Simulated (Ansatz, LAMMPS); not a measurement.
# Amorphous SiO2 (96 atoms): relaxation and levels of theory

Which bonds does the relaxation leave, and how do the Kohn-Sham gap, forces and pressure change with k-mesh and functional?

Calculated with Ansatz 0.2.0: Kohn-Sham DFT, PBE, PAW (set soft_2), plane waves; cutoff 420 eV, Γ point, fermi-dirac smearing of 0.025 eV.

**The cell**

Density at the start: 2.20 g/cm³. The cell holds 96 atoms: 32 Si and 64 O. Its edges and angles: a = 11.322 Å, b = 11.322 Å, c = 11.322 Å, α = 90.0°, β = 90.0°, γ = 90.0°. 96 atoms (32 Si, 64 O) placed at random at 2.2 g/cm³, melted at 5000 K for 10 ps at fixed volume with the Morse and Coulomb pair potential with partial charges (Pedone, Malavasi, Menziani, Cormack and Segre, J. Phys. Chem. B 110, 11780 (2006)). Quenched from 5000 K to 300 K at 50 K/ps and fixed volume, held 5 ps, then minimised at fixed cell.

Cell and atoms were relaxed with PBE. The walk converged after 8 steps by the program's count, with a largest force component of 0.0107 eV/Å; it began at an r.m.s. force component of 0.66 eV/Å. The edges went from 11.322, 11.322, 11.322 to 11.232, 11.294, 10.942 Å, and the volume from 15.117 to 14.406 Å³ an atom (-4.7 %).

The input of the reference single point:

```yaml
crystal:
  lattice:
    - [11.22442, -0.39734, 0.06305]
    - [-0.39734, 11.284, -0.25231]
    - [0.06305, -0.25231, 10.939]
  atoms:
    - { symbol: Si, position: [0.19505, 0.66173, 0.18883] }
    - { symbol: Si, position: [0.92025, 0.26997, 0.2091] }
    - { symbol: Si, position: [0.43821, 0.55446, 0.86447] }
    - { symbol: Si, position: [0.01146, 0.08992, 0.56916] }
    [... 90 atom lines left out ...]
    - { symbol: O, position: [0.3541, 0.06901, 0.46666] }
    - { symbol: O, position: [0.95296, 0.3682, 0.7078] }
kpoints:
  mp_grid: { grid: [1, 1, 1] }
hamiltonian:
  xc: pbe
scf:
  occupations: { method: fermi_dirac, width: 0.025 }
output:
  forces: true
  stress: true
  populations: true
  dos:
    method: { smearing: { sigma: 0.08 } }
    de: 0.05
    projected: { site_lists: { O: [O], Si: [Si] } }
  eigenvalues: true
  write_density: true
  write_potential: true
  volumetric_format: npy
```

**Bonds after relaxation**

Bonds by pair of elements; cutoffs follow the first minimum of g(r), held within bounds set by covalent radii, and pairs that aren't listed don't count as bonded:

| pair A-B | cutoff (Å) | bonds | mean length (Å) | spread (Å) | shortest (Å) | B about A | A about B |
| --- | --- | --- | --- | --- | --- | --- | --- |
| O-Si | 2.08 | 128 | 1.63 | 0.013 | 1.61 | 2 | 4 |

How many atoms have how many bonded neighbours:

```
element  mean   2   4
      O     2  64   0
     Si     4   0  32
```

**Beside experiment**

Measured values to set the calculation against. The density of pristine, uncompressed silica glass was measured at room temperature as a reference for densified samples (“Siliceous zeolite-derived topology of amorphous silica”, 2023, PMC10710485): density 2.2 g/cm³. A silica glass plate was measured by high-energy x-ray diffraction at 20 K and the Si-O distance was taken from the first PDF peak (“Polyhedral units and network connectivity in calcium aluminosilicate glasses from high-energy x-ray diffraction”, 2000, arxiv:cond-mat/0007490): nearest Si–O distance 1.61 Å; number of O about Si 4. The nearest silicon-silicon distance in amorphous silica was obtained by fitting a symmetric peak to the measured radial distribution (as quoted in “New insights into the origin of the first sharp diffraction peak in amorphous silica from an analysis of chemical and radial ordering”, 2024, arxiv:2403.10632): nearest Si–Si distance 3.08 Å; nearest O–O distance 2.63 Å. The mean Si-O-Si angle was obtained by reanalysing earlier high-energy photon diffraction data in combination with published neutron diffraction data on silica glass (“Bond angle distribution in amorphous germania and silica”, 1996, arxiv:chem-ph/9603004): Si–O–Si angle 148.3 °.

Calculation beside experiment:

```
              quantity   measured   this cell  difference                 method of the measurement
               density  2.2 g/cm³  2.31 g/cm³      +4.9 %                    tabulated bulk density
 nearest Si–O distance     1.61 Å      1.63 Å      +1.4 %         high-energy XRD, PDF Gaussian fit
nearest Si–Si distance     3.08 Å      3.04 Å      -1.3 %     diffraction, Gaussian radial peak fit
  nearest O–O distance     2.63 Å      2.66 Å      +1.1 %     diffraction, Gaussian radial peak fit
  number of O about Si          4           4      +0.0 %         high-energy XRD, PDF Gaussian fit
         Si–O–Si angle    148.3 °       143 °      -3.5 %  x-ray and neutron diffraction, model fit
```

The cell differs from the measured distances by up to 1.4 %, neighbour counts by up to 0.0 %, angles by up to 3.5 % and density by up to 4.9 %. Distances of this cell are positions of the first main peak of g(r), or bond means where the peak is narrow; means over all bonds within a cutoff lie farther out for broad shells. The network comes from the model that made the cell; DFT moved the atoms only locally, and no bond changed. Our coordination numbers hang on a cutoff, and experiments count neighbours in their own ways.

**Levels of theory**

Single points at the relaxed geometry:

| functional | k-mesh | Kohn-Sham gap (eV) | pressure (GPa) | r.m.s. force component (eV/Å) | SCF cycles | time |
| --- | --- | --- | --- | --- | --- | --- |
| PBE | 1×1×1 | 5.357 | -0.01 | 0.003 | 9 | 25 s |
| PBE | 2×2×2 | 5.358 | -0.01 | 0.004 | 9 | 3.8 min |
| HSE06 | 1×1×1 | 7.192 | -4.79 | 0.185 | 14 | 5.1 min |
| r2SCAN | 1×1×1 | 6.035 | -4.71 | 0.155 | 9 | 58 s |
| PBEsol | 1×1×1 | 5.311 | -2.44 | 0.060 | 9 | 21 s |

The gap is that between the highest filled and lowest empty Kohn-Sham level on the run's k-points. Cutoffs: 420 eV for PBE, HSE06 and PBEsol; 500 eV for r2SCAN. Times come from shared hosts and are rough.

**Findings**

By these cutoffs 100 % of O atoms have 2 and 100 % of Si atoms have 4 neighbours. The Kohn-Sham gap is 5.36 eV with PBE on the 1×1×1 mesh and 5.36 eV on 2×2×2. On the 1×1×1 mesh HSE06 changes the gap by +1.83 eV against PBE. Carrying that shift over to the 2×2×2 mesh gives 5.36 + 1.83 = 7.19 eV, an estimate that takes the shift to be alike at all k-points. On the reference's mesh the gap changes with r2SCAN by +0.68 eV and PBEsol by -0.05 eV. Against the reference the pressure changes with HSE06 by -4.8 GPa, r2SCAN by -4.7 GPa and PBEsol by -2.4 GPa; a negative change means a smaller volume than PBE would take. The denser mesh moves the energy by -0.3 meV/atom and the pressure by +0.00 GPa.

Limits: All single points share the geometry relaxed with PBE. The volume changed by -4.7 % on relaxing; in so small a cell, on this mesh and at this cutoff, the relaxed density is rough. One sample; tail or defect levels can set the gap of a disordered cell. The quench rate of 50 K/ps is many orders above laboratory rates, so the cell is likely richer in defects and strain than a real sample. The network of bonds at the start is that of the classical potential that made the cell, and needn't be the one that DFT or experiment would give. In some runs the program notes that the exchange-correlation potential is rough where the density is thin, it cut back its work space to fit the memory limit, the exchange threshold is loose for the stress and the SCF threshold is loose for the stress.

[Logs are printed without paths, hosts, clocks, repeated set-up lines and the standing remarks that a program may print on its own settings, such as how far it seeks lower states.]

[Hosts, paths, dates, database ids (printed as entryN), source tags and the programs' standing remarks are cut or masked in the printed files.]
